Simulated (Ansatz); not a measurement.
A 2-atom cell of LiH started from a crystallographic database with hydrogen sites as listed at its r2SCAN+rVV10 geometry, run in the PAW code Ansatz at 4 levels of theory. Calculated for a static, non-magnetic cell.

The LDA input:
```yaml
crystal:
  lattice:
    - [0.0, 1.9984726919, 1.9984726919]
    - [1.9984726919, 0.0, 1.9984726919]
    - [1.9984726919, 1.9984726919, 0.0]
  atoms:
    - { symbol: Li, position: [0.0, 0.0, 0.0] }
    - { symbol: H, position: [0.5, 0.5, 0.5] }
kpoints:
  mp_grid: { grid: [10, 10, 10] }
  band_path:
    path:
      - [0.0, 0.0, 0.0]
      - [0.5, 0.0, 0.5]
      - [0.625, 0.25, 0.625]
      - [0.375, 0.375, 0.75]
      - [0.5, 0.5, 0.5]
      - [0.5, 0.25, 0.75]
      - [0.0, 0.5, 0.5]
    npoints: 1
hamiltonian:
  xc: lda
scf:
  occupations: { method: fixed }
  n_extra_bands: 4
output:
  forces: true
  stress: true
  eigenvalues: true
```

Main results, then, where recorded, the levels near the gap in eV from the Fermi energy (columns number the bands from 0), one row a point of the path (Γ, X, U, K, L, W, X):
```
Crystal: 2 atoms, lattice volume = 15.963 Å³
Symmetry: 48 space group operations
Space group: Fm-3m (ITA 225)
```
```
Basis set: ecut = 420 eV, 331 PW (Γ)
Bands: 6, of which v1, the nominal top of the filled ones, is band 2 counted from 1 (1 counted from 0)
k-points: 47 of 1000
Free energy (F): -218.206282 eV
Fermi energy:    0.768611 eV
--- Stress (GPa, compression-positive) ---
       -2.424031       0.000000       0.000000
        0.000000      -2.424031       0.000000
        0.000000       0.000000      -2.424031
  P = ⅓ Tr σ = -2.4240 GPa (-24.240 kbar)
```
```tsv
band_0	band_1	band_2	band_3	band_4
-43.425	-5.591	16.242	17.484	17.484
-43.354	0.000	2.606	10.437	10.437
-43.355	-0.569	3.758	7.302	11.572
-43.355	-0.569	3.758	7.302	11.572
-43.371	-2.786	4.649	13.597	16.046
-43.354	-0.262	4.902	4.902	11.562
-43.354	0.000	2.606	10.437	10.437
```

LDA gives a direct gap of 2.61 eV at X.

r2SCAN. Against the first input these blocks differ (the band path and keys that only write files left aside):
```yaml
hamiltonian:
  xc: r2scan
```

```
Basis set: ecut = 500 eV, 411 PW (Γ)
Bands: 6, of which v1, the nominal top of the filled ones, is band 2 counted from 1 (1 counted from 0)
k-points: 47 of 1000
Free energy (F): -222.016100 eV
Fermi energy:    0.487705 eV
--- Stress (GPa, compression-positive) ---
        0.232207       0.000000       0.000000
        0.000000       0.232207       0.000000
        0.000000       0.000000       0.232207
  P = ⅓ Tr σ = 0.2322 GPa (2.322 kbar)
```
```tsv
band_0	band_1	band_2	band_3	band_4
-45.571	-5.560	17.633	19.276	19.276
-45.511	0.000	3.626	11.770	11.770
-45.511	-0.498	4.825	8.374	12.970
-45.511	-0.498	4.825	8.374	12.970
-45.524	-2.626	5.557	14.994	18.053
-45.510	-0.222	6.014	6.014	12.773
-45.511	0.000	3.626	11.770	11.770
```

With r2SCAN the gap is 3.63 eV and direct, at X. The mean pressure is +0.23 GPa (compression positive), so r2SCAN would enlarge the cell's volume.

HSE06. Against the first input these blocks differ (the band path and keys that only write files left aside):
```yaml
kpoints:
  mp_grid: { grid: [8, 8, 8] }
hamiltonian:
  xc: hse06
```

```
Basis set: ecut = 420 eV, 331 PW (Γ)
Bands: 6, of which v1, the nominal top of the filled ones, is band 2 counted from 1 (1 counted from 0)
k-points: 29 of 512
Exchange kernel: α = 0.2500, screened, ω = 0.2079 Å⁻¹, Wigner–Seitz truncation, v(0) = 1046.2501 eV·Å³, q-mesh 8×8×8
hybrid outer 1: dexx = +6.492e-4 eV, tail = 1.45e-6 eV
hybrid outer 2: dexx = +5.471e-9 eV, tail = 2.97e-9 eV, Δε = 1.20e-3 eV
Free energy (F): -221.538960 eV
Fermi energy:    0.090191 eV
--- Stress (GPa, compression-positive) ---
       -0.257075       0.000000       0.000000
        0.000000      -0.257075       0.000000
        0.000000       0.000000      -0.257075
  P = ⅓ Tr σ = -0.2571 GPa (-2.571 kbar)
```
```tsv
band_0	band_1	band_2	band_3	band_4
-47.261	-6.106	18.046	19.615	19.615
-47.194	0.000	3.966	12.234	12.234
-47.195	-0.552	5.189	8.800	13.414
-47.195	-0.552	5.189	8.800	13.414
-47.208	-2.901	5.969	15.347	18.147
-47.193	-0.246	6.393	6.393	13.207
-47.194	0.000	3.966	12.234	12.234
```

With HSE06 the gap is 3.97 eV and direct, at X. The mean stress, -0.3 GPa, is small, and the program warns that its thresholds are loose for a hybrid's stress.

DDH-PBE0. Against the first input these blocks differ (the band path and keys that only write files left aside):
```yaml
crystal:
  host: atoms
kpoints:
  mp_grid: { grid: [8, 8, 8] }
hamiltonian:
  xc:
    exchange: pbe
    correlation: pbe
    exx: { coeff: inverse_dielectric }
```

```
ε∞ on k-mesh 4×4×4 of a primitive cell: xx 4.3914, yy 4.3914, zz 4.3914; 3/Tr ε∞, of that cell with its empty space = 0.22771819842253743
Basis set: ecut = 420 eV, 331 PW (Γ)
Bands: 6, of which v1, the nominal top of the filled ones, is band 2 counted from 1 (1 counted from 0)
k-points: 29 of 512
hybrid outer 1: dexx = +8.155e-4 eV, tail = 2.35e-6 eV
hybrid outer 2: dexx = +8.686e-9 eV, tail = 4.68e-9 eV, Δε = 1.58e-3 eV
Free energy (F): -221.563730 eV
Fermi energy:    -0.170150 eV
--- Stress (GPa, compression-positive) ---
       -0.122646       0.000000       0.000000
        0.000000      -0.122646       0.000000
        0.000000       0.000000      -0.122646
  P = ⅓ Tr σ = -0.1226 GPa (-1.226 kbar)
```
```tsv
band_0	band_1	band_2	band_3	band_4
-47.060	-6.126	18.557	20.164	20.164
-46.994	0.000	4.501	12.793	12.793
-46.994	-0.564	5.736	9.356	13.972
-46.994	-0.564	5.736	9.356	13.972
-47.008	-2.929	6.529	15.876	18.691
-46.993	-0.255	6.944	6.944	13.767
-46.994	0.000	4.501	12.793	12.793
```

DDH-PBE0 gives a direct gap of 4.50 eV at X. The mean stress, -0.1 GPa, is small, and the program warns that its thresholds are loose for a hybrid's stress.

Small level splittings and stresses of the hybrids carry the error of their coarser meshes.

Totals of different functionals can't be compared.

The meshes of the hybrids are coarse, so their gaps aren't converged to the digits shown.
